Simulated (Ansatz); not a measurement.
# C: the cost of one run

Method: DFT PBEsol, scalar-relativistic, plane waves, PAW, in Ansatz 0.2.0.

2 further runs of the same task are left out: 2 set aside as unsound or not needed.

### 1 The structure to begin with

Symmetry: Fd-3m, No. 227, cubic system. The conventional cell has a = 3.554 Å, b = 3.554 Å, c = 3.554 Å, α = 90.00°, β = 90.00°, γ = 90.00°. C (site symmetry -43m) is surrounded by 4 C at 1.54 Å.

As a file:

```
CELL_PARAMETERS angstrom
0.00000 1.77690 1.77690
1.77690 0.00000 1.77690
1.77690 1.77690 0.00000
ATOMIC_POSITIONS crystal
C 0.00000 0.00000 0.00000
C 0.25000 0.25000 0.25000
```

It is the result of an earlier relaxation at this level (volume 5.61 Å³/atom; gap on the mesh: 4.07 eV).

### 2 The [111] wire, 14 host atoms a period

The wire is cut from the relaxed crystal, periodic along c with vacuum across. Atoms and period relax; energies count from the bulk, -246.6680 eV an atom.

The cell holds 14 C: a = 11.900 Å, b = 11.800 Å, c = 6.155 Å, α = 90.00°, β = 90.00°, γ = 90.00°.

### 3 The relaxation run

Pressure and volume refer to the whole cell with its vacuum; only the period along c may change.

input.yaml

```yaml
crystal:
  lattice:
    - [11.9, 0.0, 0.0]
    - [0.0, 11.8, 0.0]
    - [0.0, 0.0, 6.155378142]
  atoms:
    - { symbol: C, position: [0.5, 0.5, 0.1666666667], spin: 0.3 }
    - { symbol: C, position: [0.6219190371, 0.5, 0.0833333333], spin: 0.3 }
    - { symbol: C, position: [0.3780809629, 0.5, 0.75], spin: 0.3 }
    - { symbol: C, position: [0.3780809629, 0.5, 0.5], spin: 0.3 }
    - { symbol: C, position: [0.6219190371, 0.5, 0.8333333333], spin: 0.3 }
    - { symbol: C, position: [0.5, 0.5, 0.4166666667], spin: 0.3 }
    - { symbol: C, position: [0.5609595186, 0.3935202287, 0.5], spin: 0.3 }
    - { symbol: C, position: [0.4390404814, 0.6064797713, 0.8333333333], spin: 0.3 }
    - { symbol: C, position: [0.4390404814, 0.3935202287, 0.0833333333], spin: 0.3 }
    - { symbol: C, position: [0.5609595186, 0.6064797713, 0.75], spin: 0.3 }
    - { symbol: C, position: [0.5609595186, 0.6064797713, 0.5], spin: 0.3 }
    - { symbol: C, position: [0.4390404814, 0.3935202287, 0.8333333333], spin: 0.3 }
    - { symbol: C, position: [0.4390404814, 0.6064797713, 0.0833333333], spin: 0.3 }
    - { symbol: C, position: [0.5609595186, 0.3935202287, 0.75], spin: 0.3 }
basis:
  ecutwfc: 420
kpoints:
  mp_grid: { grid: [1, 1, 6] }
hamiltonian:
  xc: pbesol
scf:
  occupations: { method: gaussian, width: 0.05 }
  lower_state_search: "off"
output:
  forces: true
  stress: true
  eigenvalues: true
  populations: true
  write_density: true
  write_potential: true
  elf: true
  volumetric_format: npy
magnetization:
  spin_polarized: true
relax:
  adjacent_minimum: "off"
  f_tol: 0.02
  max_steps: 45
  cell: { fix: [a, b, alpha, beta, gamma], stress_tol: 0.03 }
```

Run with:

```console
> ansatz run input.yaml --threads 4 --pin off --max-ram 11264MiB --backend cpu --events-out ev --progress --plain --runs-dir out
```

Q: Estimate wall time and peak memory on 4 threads of Intel Xeon Platinum 8259CL at 2.50GHz (Skylake/Cascade Lake), shared host.

About 13 min, with a peak of 1.7 GiB.
